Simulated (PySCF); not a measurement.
One molecule, one basis, several functionals.

Compound: N,N-dimethylacetamide, C₄H₉NO.
Z-matrix (Å and degrees, PBE0-D3(BJ)/def2-SVP geometry), rows numbered from 1:
```
C 
C   1  1.5149
O   2  1.2170  1  120.74
N   2  1.3719  1  117.39  3   179.86
C   4  1.4372  2  125.27  1     0.94
C   4  1.4412  2  118.81  1   179.15
H   1  1.1005  2  112.06  3   120.36
H   1  1.0956  2  106.98  3     0.98
H   1  1.1007  2  111.92  3  -118.20
H   5  1.1044  4  110.69  2  -125.39
H   5  1.0948  4  111.48  2    -5.46
H   5  1.1055  4  111.35  2   115.22
H   6  1.0962  4  108.22  2     1.95
H   6  1.1043  4  111.03  2  -117.95
H   6  1.1038  4  110.87  2   121.92
```

PySCF, pcSseg-1 basis, density fitting, gas phase, PBE0-D3(BJ)/def2-SVP geometry. One functional is left out:

| functional | exact exchange (%) | HOMO energy (eV) | LUMO energy (eV) | dipole moment (D) |
| --- | --- | --- | --- | --- |
| B97-D | 0 | -5.51 | -0.12 | 3.746 |
| B97-2 | 21 | -6.63 | 0.80 | 3.858 |
| PBE0 | 25 | -6.87 | 0.88 | 3.873 |
| mPW1PW91 | 25 | -6.91 | 0.85 | 3.892 |
| BHandHLYP | 50 | -8.09 | 1.82 | 3.984 |

Question: Predict the row of B3LYP (20 % exact exchange) by straight lines through the other rows, and check it.

Answer: 
```
         property   line  computed  computed − line  B97-2 (21 %), for comparison
 HOMO energy (eV)  -6.59     -6.65            -0.06                         -6.63
 LUMO energy (eV)   0.68      0.61            -0.07                          0.80
dipole moment (D)  3.851     3.835           -0.016                         3.858
```
